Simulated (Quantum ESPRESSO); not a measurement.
HfN:

```
Hf N
1.0
     0.00000    2.45482    2.45482
     2.45482    0.00000    2.45482
     2.45482    2.45482    0.00000
Hf N
1 1
Direct
  0.00000 0.00000 0.00000
  0.25000 0.25000 0.25000
```

The cell comes from a database or a generator and needn't be the stable form of this composition.

- Program: Quantum ESPRESSO 7.5
- Task: phonons
- Functional: LDA
- Potentials or basis: GBRV 1.5 LDA
- Cutoff: 612 eV
- Density cutoff: 4898 eV
- k mesh: 9 × 9 × 9
- Occupations: cold, width 0.2 eV
- Spin: no spin polarisation
- Target pressure: 3 GPa
- Form of the LDA correlation: PZ81
- Mixing beta: 0.5
- Most SCF iterations: 120
- SCF threshold: 4e-10 Ry

The cell and the atoms were relaxed first at 3 GPa, to 13.91 Å³/atom (a = 3.401 Å, b = 3.401 Å, c = 3.401 Å, α = 60.00°, β = 60.00°, γ = 60.00°), and the response was taken there.

What is the highest optical frequency at the zone centre?

543 cm⁻¹, a mode of symmetry T2 (IR and Raman).

Optical modes at Γ, degenerate ones joined:
```
cm⁻¹  components  symmetry     active in
 543           3        T2  IR and Raman
```
